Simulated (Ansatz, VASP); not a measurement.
# SnTe: VASP beside Ansatz

```
Sn Te
1.0
     0.00000    3.25312    3.25312
     3.25312    0.00000    3.25312
     3.25312    3.25312    0.00000
Sn Te
1 1
Direct
  0.00000 0.00000 0.00000
  0.50000 0.50000 0.50000
```

Change from the starting cell: hydrostatic strain +2.0%.

Alike in both runs: task single point; functional r2SCAN; k mesh 8 × 8 × 8; no spin polarisation.

|  | VASP | Ansatz |
| --- | --- | --- |
| version | VASP 6.6.1 | Ansatz 0.2.0 |
| potentials or method | VASP PAW PBE potentials, release 64 (Sn_d, Te) | plane waves, PAW |
| plane-wave cutoff (eV) | 520 | 500 |
| occupations | gaussian, width 0.01 eV | fixed |
| valence electrons in the cell | 20 | 30 |

```tsv
	VASP	Ansatz	Ansatz less VASP
gap on the k mesh at the Fermi level (eV)	0.31	0.31	+0.002
pressure (GPa)	-2.4	-2.4	+0.01
```

The two sets of potentials don't hold the same shells in valence.

Caveats: the PAW data sets were made with another functional, which shifts forces and pressure a little (VASP); spin-orbit coupling is left out, which moves the levels of the heavy elements.
